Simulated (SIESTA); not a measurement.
Runs of SIESTA 5.4.2 on Rh. It takes space group Fm-3m (No. 225, cubic). The conventional cell has a = 3.796 Å, b = 3.796 Å, c = 3.796 Å, α = 90.00°, β = 90.00°, γ = 90.00°. Rh (site symmetry m-3m) is surrounded by 12 Rh at 2.68 Å. 

```csv
task,level,potentials or basis,cell,gap on the mesh (eV),pressure (GPa),V0 of scaled cells (Å³/atom),B0 (GPa)
equation of state,PBE,"PseudoDojo 0.4 standard (PBE files), DZP (energy shift 0.003 Ry; two zetas on semicore shells)",as given,-,-,(b),(a)
single point,PBE,"PseudoDojo 0.4 standard (PBE files), DZP (energy shift 0.003 Ry; two zetas on semicore shells)",cell strained at random at fixed volume,none,13.0,-,-
equation of state,PBEsol,"PseudoDojo 0.4 standard (PBEsol files), DZP (energy shift 0.003 Ry; two zetas on semicore shells)",as given,-,-,13.71,288
single point,PBE,"PseudoDojo 0.4 standard (PBE files), DZP (energy shift 0.003 Ry; two zetas on semicore shells)",as given,none,11.8,-,-
```

Alike in all rows: no spin polarisation; k mesh 12 × 12 × 12; smearing fermi-dirac 0.05 eV; grid cutoff 800 Ry; energy shift 0.003 Ry.

Task: Fill in the values left out.

Result: (a) 254; (b) 14.25.

Caveats: the basis of atomic orbitals isn't converged, which shifts pressures, moduli and gaps.

A k mesh can miss the band edges, and the runs leave out spin-orbit coupling on Rh.

A gap of «none» marks a metal or a gap under the smearing width.
